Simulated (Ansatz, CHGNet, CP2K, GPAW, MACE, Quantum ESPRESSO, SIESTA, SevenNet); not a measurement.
# Which run comes nearest? P-1 (COD entry) Ca2CrN3, displaced supercell (48 atoms)

The cell holds 48 atoms: 16 Ca, 8 Cr and 24 N. Its edges and angles: a = 11.113 Å, b = 11.440 Å, c = 6.328 Å, α = 72.6°, β = 68.0°, γ = 64.0°. It derives from Ca2CrN3 (P-1 (measured, COD)), repeated 2×2×1. P-1 (COD entry) Ca2CrN3 (cell 5.556, 5.72, 6.328, 72.62, 68.01, 63.97), 2 x 2 x 1 conventional cells; every coordinate displaced by a Gaussian of 0.05 Å. Then every atom was moved at random, 0.05 Å r.m.s. a Cartesian component.

Geometry: as built.

The reference, a calculation:

```
method                                           : Kohn-Sham DFT, PBE, SSSP efficiency 1.3.0 pseudopotentials, plane waves (Quantum ESPRESSO 7.5); sssp-pbe-1.3.0-efficiency, cutoffs 60/480 Ry, Γ point
r.m.s. force component                           : 2.425 eV/Å
longest force                                    : 11.78 eV/Å
pressure                                         : 1.623 GPa
gap (highest filled to lowest empty level) : 0.6673 eV
time                                             : 7.4 min on 4 MPI ranks of Arm Neoverse N1, shared host
CPU time                                         : 30 min
```

**Question.** The same geometry is run in other programs. How far does each lie from the reference, and what does it cost?
- GPAW PBE, plane waves 550 eV (GPAW 26.7.0; 2 MPI ranks)
- MACE MP-0b3 medium potential (MACE MP-0b3 medium; 1 thread)
- SIESTA PBE, DZP, shift 0.01 Ry, mesh 100 Ry (SIESTA 5.4.2; 1 thread)
- SevenNet l3i5 potential (SevenNet l3i5; 1 thread)
- CHGNet 0.3.0 potential (CHGNet 0.3.0; 1 thread)
- CP2K PBE, DZVP-MOLOPT-SR, 800/50 Ry, diagonalisation (CP2K 2026.2; 4 MPI ranks)
- SIESTA PBE, DZP, shift 0.01 Ry, mesh 500 Ry (SIESTA 5.4.2; 2 MPI ranks)

Differences are against the plane-wave reference, forces as r.m.s. over components; share is that over the reference's r.m.s. force, slope the least-squares factor from reference forces to these. Total energies of different programs have different zeros and aren't compared.

| run | Δ force, r.m.s. (meV/Å) | share (%) | slope | Δ pressure (GPa) | Δ gap (eV) | cores | CPU time | memory (GiB) |
| --- | --- | --- | --- | --- | --- | --- | --- | --- |
| reference | - | - | - | - | - | 4 | 30 min | 2.2 |
| GPAW PBE, plane waves 550 eV | 289 | 11.9 | 1.034 | -5.93 | -0.0236 | 2 | 26 min | 1.6 |
| MACE MP-0b3 medium potential | 843 | 34.8 | 0.718 | 1.54 | - | 1 | 11 s | 0.82 |
| SIESTA PBE, DZP, shift 0.01 Ry, mesh 100 Ry (coarse) | 388 | 16.0 | 1.100 | 8.00 | 0.0605 | 1 | 3.6 min | 0.35 |
| SevenNet l3i5 potential | 547 | 22.5 | 0.862 | -0.638 | - | 1 | 14 s | 1.0 |
| CHGNet 0.3.0 potential | 694 | 28.6 | 0.764 | 1.26 | - | 1 | 5.1 s | 0.79 |
| CP2K PBE, DZVP-MOLOPT-SR, 800/50 Ry, diagonalisation | 78.6 | 3.24 | 1.023 | 1.55 | - | 4 | 40 min | 6.2 |
| SIESTA PBE, DZP, shift 0.01 Ry, mesh 500 Ry | 367 | 15.1 | 1.094 | 7.48 | 0.0459 | 2 | 30 min | 1.5 |

Rows marked coarse were listed beforehand as settings not expected to be converged; some can still land near the reference.

Times of the machine-learned potentials are mostly Python's start and the loading of weights.

CPU time is summed over cores on a shared host, where runs went side by side, so it is rough. Symmetry, cutoffs, thresholds, outputs and thread counts weren't matched or tuned between programs; memory under MPI is the largest rank's times the ranks.

PBE on plane waves or a grid with other potentials, cutoffs or grids, coarse settings apart, differs from the reference by 12 % (GPAW PBE, plane waves 550 eV) of the r.m.s. force; potentials, valence shells or grid differ, and the table alone doesn't part them. The PBE runs in local orbitals, coarse settings apart, differ by 3.2 % (CP2K PBE, DZVP-MOLOPT-SR, 800/50 Ry, diagonalisation) to 15 % (SIESTA PBE, DZP, shift 0.01 Ry, mesh 500 Ry); basis, grid and potentials can all enter. Machine-learned potentials differ by 23 % (SevenNet l3i5 potential) to 35 % (MACE MP-0b3 medium potential); they were trained on other programs' data. Among those trained on PBE data the slope goes as low as 0.72, which softening far from their training structures can give, though the reference's k-sampling is untested too. Runs with settings chosen to be coarse differ by 16 % (SIESTA PBE, DZP, shift 0.01 Ry, mesh 100 Ry), their programs' other errors included. Machine-learned potentials mimic data converged in k, so the reference's own k-point error enters their differences. The published positions, changed by the recipe (random displacements or longer bonds to H), lie far from the minimum at this level of theory. The electronic-structure runs sample only Γ, in a cell whose shortest periodic width is 6 Å.

[Logs are printed without paths, hosts, clocks, repeated set-up lines and the standing remarks that a program may print on its own settings, such as how far it seeks lower states.]

[Hosts, paths, dates, database ids (printed as entryN), source tags and the programs' standing remarks are cut or masked in the printed files.]
